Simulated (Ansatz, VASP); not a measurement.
Given: the input of a run of Ansatz 0.2.0 on BeTe.

File input.yaml:

```yaml
crystal:
  lattice:
    - [1.798834782, -4.829222118, 0.0]
    - [1.798834782, 4.829222118, 0.0]
    - [0.0, 0.0, 3.5927874438]
  atoms:
    - { symbol: Be, position: [0.5, 0.5, 0.5] }
    - { symbol: Te, position: [0.0, 0.0, 0.0] }
hamiltonian:
  xc: pbe
  pseudopotentials: { kind: paw }
kpoints:
  mp_grid: { grid: [8, 8, 8] }
scf:
  occupations: { method: fermi_dirac, width: 0.05 }
output:
  forces: true
  stress: true
  eigenvalues: true
```

Potentials or basis: Ansatz PAW.

Launch:

```sh
$ ansatz run input.yaml --threads 1 --pin off --max-ram 3584MiB --backend cpu --events-out ev --progress --plain --runs-dir out
```

Q: Translate it to VASP 6.6.1. Potentials there: VASP PAW PBE potentials, release 64 (Be, Te).

A: As run (the cutoff follows the program's own potentials):

The input INCAR:

```
PREC = Accurate
ENCUT = 520
EDIFF = 1E-7
ISMEAR = -1
SIGMA = 0.05
LREAL = False
LASPH = True
NELM = 60
ALGO = Normal
ISIF = 2
LWAVE = False
LCHARG = False
GGA = PE
NBANDS = 11
```

The input KPOINTS:

```
Automatic mesh
0
Gamma
  8 8 8
```

The input POSCAR:

```
BeTe
1.0
    1.7988347820     -4.8292221180      0.0000000000
    1.7988347820      4.8292221180      0.0000000000
    0.0000000000      0.0000000000      3.5927874438
Be Te
1 1
Direct
    0.5000000000      0.5000000000      0.5000000000
    0.0000000000      0.0000000000      0.0000000000
```

Potentials or basis: VASP PAW PBE potentials, release 64 (Be, Te).

Launch:

```bash
$ cat potpaw_PBE.64/Be/POTCAR potpaw_PBE.64/Te/POTCAR > POTCAR
$ mpirun -np 1 vasp_std > vasp.out
```

Both were run:

|  | VASP | Ansatz | Ansatz less VASP |
| --- | --- | --- | --- |
| gap on the k mesh at the Fermi level (eV) | none | none | - |
| pressure (GPa) | -0.7 | -0.7 | -0.07 |
| largest component of the traceless stress (GPa) | 0.65 | 0.72 | +0.073 |

A gap of «none» marks a metal or a gap that the smearing closes. The two sets of potentials don't hold the same shells in valence.

Spin-orbit coupling is left out, which matters for the levels of Te.
